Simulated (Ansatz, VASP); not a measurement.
# Si in VASP and in Ansatz

Contents of INCAR:

```
ALGO = Normal ; EDIFF = 1E-6
ENCUT = 520 ; GGA = PE
ISIF = 2 ; ISMEAR = -1
LASPH = T ; LCHARG = F
LREAL = F ; LWAVE = F
NBANDS = 11 ; NELM = 80
PREC = Accurate ; SIGMA = 0.08
```

Contents of KPOINTS:

```
k-points
0
Gamma
  11 11 11
```

POSCAR

```
Si
1.0
    0.0000000000      2.7154700000      2.7969341000
    2.7154700000      0.0000000000      2.7969341000
    2.7154700000      2.7154700000      0.0000000000
Si
2
Direct
    0.5000000000      0.5000000000      0.5000000000
    0.7500000000      0.7500000000      0.7500000000
```

Input for Ansatz:

```yaml
crystal:
  lattice:
    - [0.0, 2.71547, 2.7969341]
    - [2.71547, 0.0, 2.7969341]
    - [2.71547, 2.71547, 0.0]
  atoms:
    - { symbol: Si, position: [0.5, 0.5, 0.5] }
    - { symbol: Si, position: [0.75, 0.75, 0.75] }
kpoints:
  mp_grid: { grid: [11, 11, 11] }
  band_path:
    path:
      - [0.0, 0.0, 0.0]
      - [0.0, 0.5, 0.5]
      - [0.25, 0.75, 0.5]
      - [0.0, 0.5, 0.0]
      - [0.0, 0.0, 0.0]
      - [0.5, 0.5, 0.0]
      - [0.3678244886, 0.6321755114, 0.0]
      - [-0.3678244886, 0.3678244886, 0.0]
      - [0.0, 0.0, 0.0]
    npoints: 5
scf:
  occupations: { method: fermi_dirac, width: 0.08 }
hamiltonian:
  xc: pbe
  pseudopotentials: { kind: all_electron, lapw: { basis_error: 0.00025 } }
output:
  forces: true
  stress: true
  eigenvalues: true
```

Change from the starting cell: zz strain of +3 %.

Alike in both runs: task single point; functional PBE; k mesh 11 × 11 × 11; occupations fermi-dirac, width 0.08 eV; no spin polarisation.

```csv
,VASP,Ansatz
version,VASP 6.6.1,Ansatz 0.2.0
potentials or method,"VASP PAW PBE potentials, release 64 (Si)","all-electron LAPW, scalar-relativistic"
plane-wave cutoff (eV),520,see its input
```

```tsv
	VASP	Ansatz	Ansatz less VASP
pressure (GPa)	-0.8	-0.7	+0.05
largest component of the traceless stress (GPa)	1.98	1.98	-0.004
```

Ansatz ran all-electron here, so the differences hold the error of VASP's frozen core and of both bases.

Caveats: an odd mesh through Γ misses points on the zone boundary, where band edges often lie.
